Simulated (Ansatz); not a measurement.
# Review of an SCF result for Fe

The cell (2 atoms) is Fe as an experimental structure (space group Fm-3m, primitive cell doubled). The computed pressure is over 10 GPa in size, so the cell is far from the computed equilibrium volume. Source: COD entry 9015166; it may be a high-temperature, high-pressure or metastable form.

Computed with Ansatz, DFT, r2SCAN, PAW, plane waves, scalar-relativistic.

```yaml
crystal:
  lattice:
    - [0.0, 1.7845, 1.7845]
    - [3.569, 0.0, 3.569]
    - [1.7845, 1.7845, 0.0]
  atoms:
    - { symbol: Fe, position: [0.0, 0.0, 0.0], spin: 5.6 }
    - { symbol: Fe, position: [0.0, 0.5, 0.0], spin: 5.6 }
magnetization:
  spin_polarized: true
hamiltonian:
  xc: r2scan
  pseudopotentials: { kind: paw }
basis:
  ecutwfc: 500
kpoints:
  mp_grid: { grid: [12, 6, 12] }
scf:
  occupations: { method: fermi_dirac, width: 0.1 }
  lower_state_search: "off"
output:
  forces: true
  stress: true
```

Time: 10 s on 2 threads of x86-64 server CPU, with other jobs on the host, peak memory 0.51 GiB.

The end of the output:

```
SCF converged after 17 iterations
Magnetization: 5.4722 μB (18.7361 up, 13.2639 down)
Absolute magnetization: 5.9389 μB (∫|ρ↑−ρ↓|, with the PAW one-centre terms)
Spin contamination: 0.1844 ħ² per cell (⟨S²⟩ above its minimum at these occupations)
Per-site moments (μB) at R_I (Å): [(2.8436, 1.0410), (2.8436, 1.0410)]
Free energy (F): -8971.551772 eV
Harris-Foulkes:  -8971.551772 eV  (|F-HF|=8.59e-9)
Internal energy: -8971.501370 eV  (E = F + TS)
E sigma→0 (E₀):  -8971.526571 eV
Entropy (-TS):   -0.050402 eV (-25.201 meV/atom)
Fermi energy:    18.907481 eV
--- Forces (eV/Å), atoms counted from 1 ---
  atom   1  Fe     0.00000000     0.00000000     0.00000000
  atom   2  Fe     0.00000000     0.00000000     0.00000000
--- Stress (GPa, compression-positive) ---
       12.833102      -0.000001       0.000001
       -0.000001      12.833102      -0.000001
        0.000001      -0.000001      12.833102
  P = ⅓ Tr σ = 12.8331 GPa (128.331 kbar)
```

r2SCAN tends to overstate moments and magnetic energies in itinerant metals.

Site moments are taken inside atomic spheres and don't add up to the total.

**Question.** Would you trust this as the ground state? If a lower solution is known, describe it.

**Answer.** No lower state turned up: it is the lowest of 4 states reached by 11 converged runs, and the next lies 284 meV/atom higher (antiferromagnetic, site moments Fe1 2.51, Fe2 -2.51 μB, total 0.00 μB per cell, no gap on the k-mesh). That doesn't prove a ground state. This multiple of the primitive cell fits some opposed orders; other multiples fit others. Orders that need a larger cell or non-collinear spins weren't tried.
